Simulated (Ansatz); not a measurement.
# Ba: the cost of one run

Method: DFT PBE, scalar-relativistic, plane waves, PAW, in Ansatz 0.2.0.

### 1 The starting structure

The structure is cubic, space group Pm-3m (No. 221). Conventional cell: a = 4.083 Å, b = 4.083 Å, c = 4.083 Å, α = 90.00°, β = 90.00°, γ = 90.00°. Ba (site symmetry m-3m) has 6 Ba at 4.08 Å as nearest neighbours.

As a file:

```cif
data_structure
_symmetry_space_group_name_H-M 'P 1'
_symmetry_Int_Tables_number 1
_cell_length_a 4.0828
_cell_length_b 4.0828
_cell_length_c 4.0828
_cell_angle_alpha 90.000
_cell_angle_beta 90.000
_cell_angle_gamma 90.000
_cell_volume 68.06
loop_
_atom_site_label
_atom_site_type_symbol
_atom_site_fract_x
_atom_site_fract_y
_atom_site_fract_z
_atom_site_occupancy
Ba1 Ba 0.00000 0.00000 0.00000 1
```

This is candidate A: simple cubic type (Pm-3m, No. 221).

(A quick probe on a coarse mesh, which set the mesh and smearing, is not shown.)

### 3 The relaxation (candidate A)

Contents of input.yaml:

```yaml
crystal:
  lattice:
    - [4.0828128978, 0.0, 0.0]
    - [0.0, 4.0828128978, 0.0]
    - [0.0, 0.0, 4.0828128978]
  atoms:
    - { symbol: Ba, position: [0.0, 0.0, 0.0] }
basis:
  ecutwfc: 420
kpoints:
  mp_grid: { grid: [14, 14, 14] }
hamiltonian:
  xc: pbe
scf:
  occupations: { method: gaussian, width: 0.1 }
output:
  forces: true
  stress: true
  eigenvalues: true
relax:
  adjacent_minimum: "off"
  f_tol: 0.01
  max_steps: 80
  cell: { stress_tol: 0.05 }
```

What time and memory should one allow on 1 thread of an x86-64 CPU, shared host?

About 15 s, with a peak of 0.44 GiB.
